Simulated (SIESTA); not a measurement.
# Ni in SIESTA: the effect of strain zz

The system is Ni.

```
CELL_PARAMETERS angstrom
0.00000 1.73757 1.66807
1.73757 0.00000 1.66807
1.73757 1.73757 0.00000
ATOMIC_POSITIONS crystal
Ni 0.00000 0.00000 0.00000
```

The cell isn't the ideal one: cell strained along z.

Alike in all runs:

| Quantity | Value |
| --- | --- |
| Program | SIESTA 5.4.2 |
| Task | band structure |
| Functional | PBEsol |
| Potentials or basis | PseudoDojo 0.4 standard (PBEsol files) |
| Basis | DZP (energy shift 0.003 Ry; two zetas on semicore shells) |
| Grid cutoff | 800 Ry |
| Energy shift | 0.003 Ry |
| k mesh | 13 × 13 × 13 |
| Occupations | fermi-dirac, width 0.05 eV |
| Spin | collinear spin, ferromagnetic start |
| Starting moments | [1.0] μB |

```tsv
strain zz	pressure (GPa)
-0.04	7.8
-0.02	1.6
0	-2.2
0.02	?
0.04	-10.9
```

Task: What does the run with strain zz 0.02 give?

Result: Pressure -7.0 GPa.

Worked out: A parabola through the other rows of the pressure, of slope -204 GPa per unit of strain zz there, gives -7.0 GPa, against the run's -7.0.

Caveats: short orbitals over semicore shells can move pressures by several GPa; the basis of atomic orbitals isn't converged, which shifts pressures, moduli and gaps.

Runs at the PBE level aren't shown here.
